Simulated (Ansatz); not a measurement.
**SrTiO3 (I4/mcm), clamped-ion strain scan**

All numbers below come from DFT PBE, scalar-relativistic, plane waves, PAW (Ansatz). Cutoff 420 eV, Γ-centred 8×8×8 k-points, Gaussian smearing of 0.05 eV. No spin polarisation. Energies are free energies at this smearing, counted from the undisturbed cell; pressure is positive in compression.

The starting cell (relaxed at this level; it needn't be the usual structure):

```
Sr Ti O
1.0
    -2.77771    2.77771    3.94644
     2.77771   -2.77771    3.94644
     2.77771    2.77771   -3.94644
Sr Ti O
2 2 6
Cartesian
  0.0000 2.7777 1.9732
  2.7777 0.0000 1.9732
  0.0000 0.0000 0.0000
  0.0000 0.0000 3.9464
  0.0000 0.0000 1.9732
  0.0000 0.0000 5.9197
  1.2677 4.0454 0.0000
  1.5100 1.2677 0.0000
  1.5100 -1.2677 3.9464
  1.2677 1.5100 3.9464
```

The cell is strained by ε times the Voigt pattern (0, 1, 0, 0, 0, 0) (xx, yy, zz, yz, xz, xy; engineering shear) with fractional coordinates fixed.

| ε | ΔE (meV/atom) | stress summed along the pattern (GPa, tension positive) | pressure (GPa) | gap on the mesh (eV) |
| --- | --- | --- | --- | --- |
| -0.0200 | 5.0 | -6.66 | 3.6 | 1.94 |
| -0.0150 | ? | -4.91 | 2.7 | ? |
| -0.0100 | 1.2 | -3.22 | 1.7 | 1.93 |
| -0.0050 | 0.3 | -1.58 | 0.9 | 1.93 |
| 0.0000 | 0.0 | 0.01 | 0.0 | 1.93 |
| 0.0050 | 0.3 | 1.55 | -0.8 | 1.91 |
| 0.0100 | ? | 3.04 | ? | 1.89 |
| 0.0150 | 2.6 | 4.49 | -2.4 | 1.87 |
| 0.0175 | 3.5 | 5.20 | -2.8 | 1.86 |
| 0.0200 | ? | 5.90 | -3.2 | ? |

(1) Give the withheld values.

Answers

(1) ΔE (meV/atom) at ε = -0.0150: 2.8; gap on the mesh (eV) at ε = -0.0150: 1.93; ΔE (meV/atom) at ε = 0.0100: 1.2; pressure (GPa) at ε = 0.0100: -1.6; ΔE (meV/atom) at ε = 0.0200: 4.6; gap on the mesh (eV) at ε = 0.0200: 1.85.

Cost: 10 runs of about 12 core-minutes in all, on Intel Xeon Processor @ 2.50GHz (Skylake/Cascade Lake) (shared hosts).